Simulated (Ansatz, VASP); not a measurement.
**Pt in VASP and in Ansatz**

```xyz
1
Lattice="0.0000 1.9851 1.9851 1.9851 0.0000 1.9851 1.9851 1.9851 0.0000" Properties=species:S:1:pos:R:3 pbc="T T T"
Pt    0.0000    0.0000    0.0000
```

Alike in both runs: task relaxation of cell and atoms; functional PBE; dispersion D3(BJ); k mesh 18 × 18 × 18; occupations gaussian, width 0.1 eV; no spin polarisation.

|  | VASP | Ansatz |
| --- | --- | --- |
| version | VASP 6.6.1 | Ansatz 0.2.0 |
| potentials or method | VASP PAW PBE potentials, release 64 (Pt) | scalar-relativistic, plane waves, PAW |
| plane-wave cutoff (eV) | 600 | 420 |
| valence electrons in the cell | 10 | 18 |

```csv
,VASP,Ansatz,Ansatz less VASP
"gap on the k mesh at the Fermi level, each at its own relaxed structure (eV)",none,none,-
relaxed volume (Å³/atom),15.14,15.16,+0.020
relaxed cell length with the largest relative difference (Å),2.777,2.778,+0.0012
energy change over the relaxation (meV/atom),-14,-13,+1.3
```

A gap of «none» marks a metal or a gap that the smearing closes. The two sets of potentials don't hold the same shells in valence.

Caveats: pairwise dispersion overbinds metals, which lowers pressure and volume. Spin-orbit coupling is left out, which matters for the levels of Pt.
